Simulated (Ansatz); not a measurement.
Ti: pressure against volume

Ti, P6_3/mmc, a = 2.939 Å, c = 4.650 Å. Ansatz: PBE, PAW, 420 eV, Γ-centred 18×18×10 mesh on 2 atoms, Gaussian smearing 0.10 eV; no spin polarisation. Shape and atoms are relaxed at each volume; pressure is positive in compression.

```
V (Å³/atom) P (GPa)
     15.302        ?
     15.824    12.51
     16.345     7.76
     16.867     3.62
     17.389     0.01
     17.910    -3.13
     18.432    -5.86
     19.128    -8.95
```

Question: Take V0 = 17.389 Å³/atom, count pressures from its P0 = 0.01 GPa, fit the third-order Birch–Murnaghan form to the other rows, and predict the missing pressure.

Answer: With the Eulerian strain f = ½[(V0/V)^(2/3) − 1] and y = (P − P0)/[3f(1 + 2f)^(5/2)], the form is the line y = B0 + 1.5 B0 (B0′ − 4) f. Rows (f, y): 0.03245, 109.7; 0.02107, 110.6; 0.01026, 111.5; -0.00974, 112.9; -0.01904, 113.2; -0.03078, 113.7. Means f = 0.0007033, y = 111.93; Σ(Δf)² = 0.003004, ΣΔfΔy = -0.1929; the slope is their ratio. y = 112.0 − 64.22 f GPa, so B0 = 112.0 GPa and B0′ = 4 + 2 × (-64.22)/(3 × 112.0) = 3.62. At V = 15.302, f = 0.04449, y = 109.14 and P = 18.04 GPa. The run gave 17.96 GPa, so the fit is 0.08 GPa too high, a small miss on the scale of the series.